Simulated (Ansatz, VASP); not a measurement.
One calculation of B, two programs

```
B
1.0
     1.67971    0.00000    0.00000
    -0.83986    1.45467    0.00000
     0.00000    0.00000    5.81891
B
2
Cartesian
  0.0000 0.9698 1.4547
  0.8399 0.4849 4.3642
```

Change from the starting cell: volume scaled by 0.8, LAPW.

Alike in both runs: task single point; functional PBEsol; k mesh 21 × 21 × 11; occupations fermi-dirac, width 0.08 eV; no spin polarisation.

|  | VASP | Ansatz |
| --- | --- | --- |
| version | VASP 6.6.1 | Ansatz 0.2.0 |
| potentials or method | VASP PAW PBE potentials, release 64 (B), cutoff 520 eV | all-electron LAPW, scalar-relativistic |

Ansatz gave:

| Property | Result |
| --- | --- |
| pressure (GPa) | 16.9 |
| largest component of the traceless stress (GPa) | 0.08 |

What did VASP give for the same quantities?

Pressure (GPa): 17.3; largest component of the traceless stress (GPa): 0.37.

Ansatz ran all-electron here, so the differences hold the error of VASP's frozen core and of both bases.

Caveats: so large a pressure means that the cell lies far from this level's equilibrium, or that cutoff or potentials fall short (VASP); the potentials were made for another functional, which shifts forces and pressure (VASP).
